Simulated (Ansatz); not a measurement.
## What Li vacancy, symmetric start does to Li3N

The reference is a 16-atom supercell of Li₃N (space group P6/mmm, No. 191; a = 3.6344 Å, c = 3.8645 Å) at its relaxed geometry.

It is then changed as follows: one Li atom is removed, atoms relaxed at fixed cell.

All numbers come from plane-wave PAW DFT at the PBE level (Ansatz, a program for electronic structure, 420 eV), no spin-orbit coupling. Γ-centred 7×7×7 mesh, Fermi–Dirac width 0.01 eV.

```tsv
quantity	base	changed	shift
pressure	0.0 GPa	-0.3 GPa	-0.3 GPa
energy gained by relaxation	–	0.00 eV	–
mean distance from the defect site to its nearest host atoms	1.93 Å	1.93 Å	0.00 Å
```

Other magnetic orders, which the real material may have, were not ruled out. In so small a cell the defect repeats every few ångströms: this is an ordered compound, not a dilute defect. A case with no gap was solved on a k-mesh chosen for an insulator, which is coarse for it. The defect started on the symmetric site and kept its symmetry, so it may sit on a saddle. The defect cell is spin-polarised and ends with 1.0 μB.
